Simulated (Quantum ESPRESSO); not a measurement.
WS2:

```
W S
1.0
     1.57900    0.91164    6.16333
    -1.57900    0.91164    6.16333
     0.00000   -1.82327    6.16333
W S
1 2
Cartesian
  0.0000 0.0000 0.0000
  0.0000 0.0000 10.7427
  0.0000 0.0000 13.8730
```

Measurements of this composition are mostly on another form, of space group No. 194.

Base run:

* Program: Quantum ESPRESSO 7.5
* Functional: PBEsol
* Potentials or basis: GBRV 1.5 PBEsol
* Cutoff: 762 eV
* Density cutoff: 6095 eV
* k mesh: 10 × 10 × 10
* Occupations: fermi-dirac, width 0.05 eV
* Spin: no spin polarisation

Its results: band gap on the k mesh 1.02 eV, indirect (least direct gap 2.23 eV); pressure -0.4 GPa; largest force 0.603 eV/Å.

**Question.** The run is repeated on the same cell with these changes: functional from PBEsol to LDA; potentials or basis from GBRV 1.5 PBEsol to GBRV 1.5 LDA. What comes out?

**Answer.** Band gap on the k mesh 0.99 eV, indirect (least direct gap 2.22 eV); pressure -3.3 GPa; largest force 0.589 eV/Å.

Caveats: spin-orbit coupling is left out, which moves the levels of the heavy elements.

A k mesh can miss the band edges.
